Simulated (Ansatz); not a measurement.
(201) slab cut from the bulk of C, P6/mmm (No. 191); the slab's formula is C:

```
C
1.0
     2.45881    0.00000    0.00000
    -1.22941   17.17825    0.00000
     0.00000    0.00000   26.26918
C
22
Direct
  0.50256 0.00512 0.28551
  0.00512 0.01024 0.31232
  0.25640 0.51280 0.32572
  0.75896 0.51793 0.35254
  0.01024 0.02049 0.36594
  0.51280 0.02561 0.39275
  0.76409 0.52817 0.40616
  0.26665 0.53329 0.43297
  0.51793 0.03585 0.44638
  0.02049 0.04098 0.47319
  0.27177 0.54354 0.48659
  0.77433 0.54866 0.51341
  0.02561 0.05122 0.52681
  0.52817 0.05634 0.55362
  0.77945 0.55890 0.56703
  0.28201 0.56402 0.59384
  0.53329 0.06659 0.60725
  0.03585 0.07171 0.63406
  0.28713 0.57427 0.64746
  0.78969 0.57939 0.67428
  0.04098 0.08195 0.68768
  0.54354 0.08707 0.71449
```

All numbers below come from DFT PBEsol, scalar-relativistic, plane waves, PAW (Ansatz). Cutoff 420 eV; k points 14×2×1 on the computed 22-atom cell (Γ-centred); Gaussian smearing, width 0.10 eV; no spin polarisation. A dipole correction removes the field between periodic images along c.

(1) What forces act on the atoms?

## Answers

(1)
| atom | Fx (eV/Å) | Fy (eV/Å) | Fz (eV/Å) |
| --- | --- | --- | --- |
| C1 | 0.000 | 0.230 | 1.861 |
| C2 | 0.000 | -0.341 | -2.748 |
| C3 | 0.000 | 0.232 | 1.892 |
| C4 | 0.000 | -0.349 | -2.823 |
| C5 | 0.000 | 0.122 | 0.971 |
| C6 | 0.000 | -0.026 | -0.205 |
| C7 | 0.000 | 0.130 | 1.032 |
| C8 | 0.000 | -0.034 | -0.271 |
| C9 | 0.000 | 0.017 | 0.137 |
| C10 | 0.000 | -0.008 | -0.065 |
| C11 | 0.000 | 0.026 | 0.211 |
| C12 | 0.000 | -0.026 | -0.211 |
| C13 | 0.000 | 0.008 | 0.065 |
| C14 | 0.000 | -0.017 | -0.137 |
| C15 | 0.000 | 0.034 | 0.271 |
| C16 | 0.000 | -0.130 | -1.032 |
| C17 | 0.000 | 0.026 | 0.205 |
| C18 | 0.000 | -0.122 | -0.971 |
| C19 | 0.000 | 0.349 | 2.823 |
| C20 | 0.000 | -0.232 | -1.892 |
| C21 | 0.000 | 0.341 | 2.748 |
| C22 | 0.000 | -0.230 | -1.861 |

The reference crystal is a form of C, which isn't its usual structure.

Cost: 1 run of about 3.4 core-minutes, on Intel Xeon Platinum 8488C (Sapphire Rapids) (shared hosts).